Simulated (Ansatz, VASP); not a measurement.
**Two plane-wave programs on MgO**

```
Mg O
1.0
     3.57637    0.00000    0.00000
    -1.78818    3.09723    0.00000
     0.00000    0.00000    3.99882
Mg O
2 2
Direct
  0.68279 0.36558 0.75000
  0.31721 0.63442 0.25000
  0.65479 0.30959 0.25000
  0.34521 0.69041 0.75000
```

Change from the starting cell: mode 5 frozen in at +0.098 Å, strain +e along z and -e/2 along x and y -0.0467.

Alike in both runs: task single point; functional PBEsol; k mesh 9 × 9 × 6; occupations gaussian, width 0.05 eV; no spin polarisation.

|  | VASP | Ansatz |
| --- | --- | --- |
| version | VASP 6.6.1 | Ansatz 0.2.0 |
| potentials or method | VASP PAW PBE potentials, release 64 (Mg, O) | scalar-relativistic, plane waves, PAW |
| plane-wave cutoff (eV) | 520 | 520 |
| valence electrons in the cell | 16 | 32 |

|  | VASP | Ansatz | Ansatz less VASP |
| --- | --- | --- | --- |
| gap on the k mesh at the Fermi level (eV) | 3.29 | 3.30 | +0.009 |
| least direct gap on the mesh (eV) | 3.29 | 3.30 | +0.009 |
| pressure (GPa) | 1.6 | 2.0 | +0.40 |
| largest component of the traceless stress (GPa) | 9.96 | 9.92 | -0.036 |
| rms of the force components (eV/Å) | 0.323 | 0.319 | -0.0037 |

Atom by atom the forces differ by 0.004 eV/Å (rms over components). The two sets of potentials don't hold the same shells in valence. Ansatz warned: «pseudo_functional_mismatch».

Caveats: the PAW data sets were made with another functional, which shifts forces and pressure a little (VASP).
